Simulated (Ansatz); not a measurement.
# Al2Ru: equation of state with LDA

Al2Ru:

```
Ru Al
1.0
    -1.56042    1.56042    4.22181
     1.56042   -1.56042    4.22181
     1.56042    1.56042   -4.22181
Ru Al
1 2
Direct
  0.00000 0.00000 0.00000
  0.34080 0.34080 0.00000
  0.65920 0.65920 0.00000
```

The cell comes from a database or a generator and needn't be the stable form of this composition.

| Quantity | Value |
| --- | --- |
| Program | Ansatz 0.2.0 |
| Task | equation of state |
| Functional | LDA |
| Potentials or basis | Ansatz PAW |
| Cutoff | 420 eV |
| Density cutoff | 1680 eV |
| k mesh | 12 × 12 × 12 |
| Occupations | fermi-dirac, width 0.05 eV |
| Spin | no spin polarisation |

* Equilibrium volume: 13.36 Å³/atom
* Bulk modulus at fixed shape and positions: 192 GPa
* Pressure derivative of the bulk modulus: 4.4

Energy against volume, from the lowest point:
```
volume (Å³/atom)  energy (meV/atom)
          12.884              10.73
          13.158               1.70
          13.432               0.00
          13.706               4.87
          13.980              15.62
          14.255              31.64
          14.529              52.38
```

All runs of the series together: 20 s on 2 threads of Arm Neoverse V2, on a shared host.

Caveat: the cell was scaled at fixed shape and fractional positions, which overstates the stiffness of a crystal with free parameters, most of all of layers and chains.
